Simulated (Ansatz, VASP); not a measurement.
S: VASP beside Ansatz

Contents of INCAR:

```
SYSTEM = S
PREC = Accurate ; ENCUT = 520
EDIFF = 1E-7 ; ISMEAR = -1
SIGMA = 0.1 ; LREAL = .False.
LASPH = .True. ; NELM = 100
ALGO = Normal ; ISIF = 2
LWAVE = .False. ; LCHARG = .False.
GGA = PE ; NBANDS = 13
```

The input KPOINTS:

```
Automatic mesh
0
Gamma
  15 15 8
  0 0 0
```

Contents of POSCAR:

```
S
1.0
    3.3473244420      0.0000000000      0.0000000000
   -1.6736622210      2.8988680015      0.0000000000
    0.0000000000      0.0000000000      3.5137652753
S
2
Direct
    0.3333333333      0.6666666667      0.2500000000
    0.6666666667      0.3333333333      0.7500000000
```

Input for Ansatz:

```yaml
crystal:
  lattice:
    - [3.347324442, 0.0, 0.0]
    - [-1.673662221, 2.8988680015, 0.0]
    - [0.0, 0.0, 3.5137652753]
  atoms:
    - { symbol: S, position: [0.3333333333, 0.6666666667, 0.25] }
    - { symbol: S, position: [0.6666666667, 0.3333333333, 0.75] }
kpoints:
  mp_grid: { grid: [15, 15, 8] }
  band_path:
    path:
      - [0.0, 0.0, 0.0]
      - [0.5, 0.0, 0.0]
      - [0.3333333333, 0.3333333333, 0.0]
      - [0.0, 0.0, 0.0]
      - [0.0, 0.0, 0.5]
      - [0.5, 0.0, 0.5]
      - [0.3333333333, 0.3333333333, 0.5]
      - [0.0, 0.0, 0.5]
      - [0.5, 0.0, 0.5]
    npoints: 8
scf:
  occupations: { method: fermi_dirac, width: 0.1 }
hamiltonian:
  xc: pbe
  pseudopotentials: { kind: paw }
output:
  forces: true
  stress: true
  eigenvalues: true
  populations: true
  dos: { projected: true, de: 0.2, e_range: [-14, 8] }
  write_density: true
  write_potential: true
  elf: true
  volumetric_format: npy
```

Change from the starting cell: volume scaled by 1, PAW files.

Alike in both runs: task single point; functional PBE; k mesh 15 × 15 × 8; occupations fermi-dirac, width 0.1 eV; no spin polarisation.

|  | VASP | Ansatz |
| --- | --- | --- |
| version | VASP 6.6.1 | Ansatz 0.2.0 |
| potentials or method | VASP PAW PBE potentials, release 64 (S) | PAW with Ansatz's default frozen-core files, scalar-relativistic |
| plane-wave cutoff (eV) | 520 | 420 |
| valence electrons in the cell | 12 | 12 |

|  | VASP | Ansatz | Ansatz less VASP |
| --- | --- | --- | --- |
| pressure (GPa) | -0.1 | 0.0 | +0.14 |
